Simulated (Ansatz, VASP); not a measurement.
One calculation of AlO5, two programs

```
Al O
1.0
     3.37115    0.00000    0.00000
     0.00000    3.37115    0.00000
     0.00000    0.00000    8.46128
Al O
1 5
Direct
  0.00000 0.00000 0.50000
  0.00000 0.50000 0.00000
  0.50000 0.00000 0.00000
  0.00000 0.00000 0.69607
  0.00000 0.00000 0.30393
  0.50000 0.50000 0.00000
```

Alike in both runs: functional PBE; k mesh 6 × 6 × 4; occupations gaussian, width 0.1 eV; no spin polarisation.

Ansatz relaxed the structure, and its values are those at the end. VASP's run is a single point on that final structure, the one shown.

|  | VASP | Ansatz |
| --- | --- | --- |
| version | VASP 6.6.1 | Ansatz 0.2.0 |
| potentials or method | VASP PAW PBE potentials, release 64 (Al, O) | scalar-relativistic, plane waves, PAW |
| plane-wave cutoff (eV) | 520 | 420 |
| valence electrons in the cell | 33 | 33 |

|  | VASP | Ansatz | Ansatz less VASP |
| --- | --- | --- | --- |
| gap on the k mesh at the Fermi level (eV) | none | none | - |
| pressure (GPa) | 0.1 | 0.1 | -0.06 |
| rms of the force components (eV/Å) | 0.037 | 0.003 | -0.0338 |

A gap of «none» marks a metal or a gap that the smearing closes.

Caveats: an odd number of electrons without spin polarisation forces a metal; a magnetic or distorted state may lie lower.
